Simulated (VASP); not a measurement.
Runs of VASP 6.6.1 on AlN. The structure is hexagonal, space group P6_3mc (No. 186). Conventional cell: a = 3.113 Å, b = 3.113 Å, c = 4.981 Å, α = 90.00°, β = 90.00°, γ = 120.00°. Al (site symmetry 3m) has 4 N at 1.89 Å as nearest neighbours. N (site symmetry 3m) is surrounded by 4 Al at 1.89 Å. 

```tsv
task	level	cell	k mesh	cutoff (eV)	smearing	grid for exact exchange (PRECFOCK)	exchange at q = 0	share of exact exchange	mesh quality	gap on the mesh (eV)	pressure (GPa)	largest force (eV/Å)
dielectric tensor	PBEsol	cell strained at random at fixed volume	10 × 10 × 6	520	gaussian 0.05 eV	-	-	-	not flagged	3.97	-	-
optical spectrum	PBE-EpsX	as given	5 × 5 × 3	520	tetrahedron	Fast	default	0.2218	coarse	6.09	-1.2	0.13
single point	PBEsol	as given	10 × 10 × 6	500	gaussian 0.1 eV	-	-	-	not flagged	(a)	0.2	0.13
atomic charges	B3LYP+D3(BJ)	volume scaled by 0.92	5 × 5 × 3	500	fermi-dirac 0.02 eV	Fast	truncated	-	coarse	7.02	(b)	0.18
```

Alike in all rows: potentials or basis VASP PAW PBE potentials, release 64 (Al, N); no spin polarisation.

**Question.** Fill in the values left out.

**Answer.** (a) 4.15; (b) 13.4.

Caveats: some runs use coarse meshes; the PAW data sets were made with another functional, which shifts forces and pressure a little; spectra need much finer meshes, so this one isn't converged (some runs); independent-particle spectra lack excitons (some runs); an odd mesh through Γ misses points on the zone boundary, where band edges often lie (some runs).

Runs at the PBE level aren't shown here.
